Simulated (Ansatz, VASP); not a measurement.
**One calculation of BaTiO3, two programs**

File INCAR:

```
SYSTEM = BaTiO3
PREC     = Accurate       ! precision mode
ENCUT    = 520            ! plane-wave cutoff, eV
EDIFF    = 1E-6           ! SCF threshold, eV
ISMEAR   = -1             ! smearing method
SIGMA    = 0.05           ! smearing width, eV
LREAL    = .False.        ! projectors in reciprocal space
LASPH    = .True.         ! aspherical terms in the spheres
NELM     = 80             ! most SCF steps
ALGO     = Normal         ! electronic algorithm
ISIF     = 2              ! what is computed and relaxed
LWAVE    = .False.        ! write WAVECAR
LCHARG   = .False.        ! write CHGCAR
GGA      = CA             ! functional
NBANDS   = 28             ! bands
```

KPOINTS

```
regular mesh
0
Gamma
  7 7 7
  0 0 0
```

POSCAR

```
BaTiO3
1.0
    3.9998000000      0.0000000000      0.0000000000
    0.0000000000      3.9998000000      0.0000000000
    0.0000000000      0.0000000000      4.0180000000
Ba Ti O
1 1 3
Direct
    0.0000000000      0.0000000000      0.0000000000
    0.5000000000      0.5000000000      0.4900000000
    0.0000000000      0.5000000000      0.5170000000
    0.5000000000      0.0000000000      0.5170000000
    0.5000000000      0.5000000000      0.0190000000
```

File input.yaml:

```yaml
crystal:
  lattice:
    - [3.9998, 0.0, 0.0]
    - [0.0, 3.9998, 0.0]
    - [0.0, 0.0, 4.018]
  atoms:
    - { symbol: Ba, position: [0.0, 0.0, 0.0] }
    - { symbol: Ti, position: [0.5, 0.5, 0.49] }
    - { symbol: O, position: [0.0, 0.5, 0.517] }
    - { symbol: O, position: [0.5, 0.0, 0.517] }
    - { symbol: O, position: [0.5, 0.5, 0.019] }
kpoints:
  mp_grid: { grid: [7, 7, 7] }
scf:
  occupations: { method: fermi_dirac, width: 0.05 }
hamiltonian:
  xc: lda
  pseudopotentials: { kind: all_electron, lapw: { basis_error: 0.002 } }
output:
  forces: true
  stress: true
  eigenvalues: true
```

Alike in both runs: task single point; functional LDA; k mesh 7 × 7 × 7; occupations fermi-dirac, width 0.05 eV; no spin polarisation.

|  | VASP | Ansatz |
| --- | --- | --- |
| version | VASP 6.6.1 | Ansatz 0.2.0 |
| potentials or method | VASP PAW LDA potentials, release 64 (Ba_sv, Ti_sv, O) | all-electron LAPW, scalar-relativistic |
| plane-wave cutoff (eV) | 520 | see its input |

VASP gave:

- gap on the k mesh at the Fermi level (eV): 1.78
- least direct gap on the mesh (eV): 1.97
- pressure (GPa): -6.5
- largest component of the traceless stress (GPa): 0.66
- rms of the force components (eV/Å): 0.112

**Question.** Which values does Ansatz return?

**Answer.** gap on the k mesh at the Fermi level (eV): 1.84; least direct gap on the mesh (eV): 2.00; pressure (GPa): -8.5; largest component of the traceless stress (GPa): 0.60; rms of the force components (eV/Å): 0.126.

Atom by atom the forces differ by 0.021 eV/Å (rms over components). Ansatz ran all-electron here, so the differences hold the error of VASP's frozen core and of both bases.

Caveats: spin-orbit coupling is left out, which moves the levels of the heavy elements; an odd mesh through Γ misses points on the zone boundary, where band edges often lie.
